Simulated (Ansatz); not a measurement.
# Gd: single point with PBE

The system is Gd.

```
Gd
1.0
    -2.02500    2.02500    2.02500
     2.02500   -2.02500    2.02500
     2.02500    2.02500   -2.02500
Gd
1
Direct
  0.00000 0.00000 0.00000
```

This isn't the form of Gd at room conditions, which is hcp.

```json
{"Program": "Ansatz 0.2.0", "Task": "single point", "Functional": "PBE", "Potentials or basis": "Ansatz PAW", "Cutoff": "420 eV (not typed: the program's choice for these potentials)", "k mesh": "9 × 9 × 9", "Occupations": "fermi-dirac, width 0.05 eV", "Spin": "collinear spin, ferromagnetic start", "Starting moments": "[7.0] μB"}
```

The pressure is -0.1 GPa, the band gap on the k mesh is none (metal or under the smearing width) and the net moment is 7.60 μB per cell. The absolute moment is 7.60 μB per cell and the site moments are Gd +7.32 μB.

Levels at points of the mesh, in eV from the Fermi level:
Spin up:
```
           k point  band 9  band 10  band 11  band 12  band 13  band 14  band 15  band 16  band 17
(0.00, 0.00, 0.00)   -4.66    -4.66    -4.66    -4.63     1.28     1.28     1.28     3.51     3.51
```
Spin down:
| k point | band 2 | band 3 | band 4 | band 5 | band 6 | band 7 | band 8 | band 9 |
| --- | --- | --- | --- | --- | --- | --- | --- | --- |
| (0.00, 0.00, 0.00) | -19.89 | -19.89 | -19.89 | -4.19 | 0.33 | 0.33 | 0.33 | 0.64 |

It took 2.7 s on 2 threads of Arm Neoverse V1, with other jobs on the host, peak memory 0.34 GiB.

Caveat: spin-orbit coupling is left out, which moves the levels of the heavy elements. The state reached can hang on the start; a lower one may exist.
